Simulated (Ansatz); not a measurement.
**Stiffness of HfN from strained cells**

```xyz
2
Lattice="0.0000 2.2559 2.2559 2.2559 0.0000 2.2559 2.2559 2.2559 0.0000" Properties=species:S:1:pos:R:3 pbc="T T T"
Hf    0.0000    0.0000    0.0000
N     2.2559    2.2559    2.2559
```

Atoms are numbered in the order listed.

The conventional cell has a = 4.512 Å, b = 4.512 Å, c = 4.512 Å, α = 90.00°, β = 90.00°, γ = 90.00°. Hf (atom 1) has 6 N at 2.26 Å as nearest neighbours. Around N (atom 2) lie 6 Hf at 2.26 Å.

Structure from Materials Project entry mp-2828 (possibly hypothetical), not relaxed further.

Spin polarisation is left out, and whether a magnetic state lies lower isn't shown here.

Spin–orbit coupling is left out, though it moves levels of the heavy atoms by tenths of an eV or more.

Method: DFT, PBE, all-electron LAPW, scalar-relativistic in Ansatz 0.2.0.

Sampling and basis: a Γ-centred 16×16×16 k mesh, Fermi–Dirac smearing of 0.05 eV, basis error target 0.5 meV/atom, no spin polarisation.

The unstrained cell is at 6.69 GPa. Large strains and very small stresses are left out. Each strain is applied once, with fractional coordinates held (clamped ions), and σ below is the change of stress, positive in tension. One finite strain gives stress–strain coefficients at this pressure with an error of the order of the strain times third-order constants, a few per cent for each per cent of strain. In a metal the k mesh adds noise of tens of per cent to soft shears.

Q: Estimate the stiffness probed by this change, and the stress that it gives: z strained by -1 % at fixed volume.

A: σzz − σxx = -8.06 GPa and εzz − εxx = -0.0150, so C11 − C12 = (σzz − σxx)/(εzz − εxx) = 536 GPa.

Q: Scaling the volume by 0.9800 and 1.0200 gives 12.83 GPa and 1.15 GPa. Combine this with the best C11 − C12 to estimate C11 and C12.

A: B = −ΔP/Δln V = 292.0 GPa = (C11 + 2 C12)/3; with C11 − C12 = 535.8 GPa, C11 = B + (2/3)(C11 − C12) = 649 GPa and C12 = B − (C11 − C12)/3 = 113 GPa.
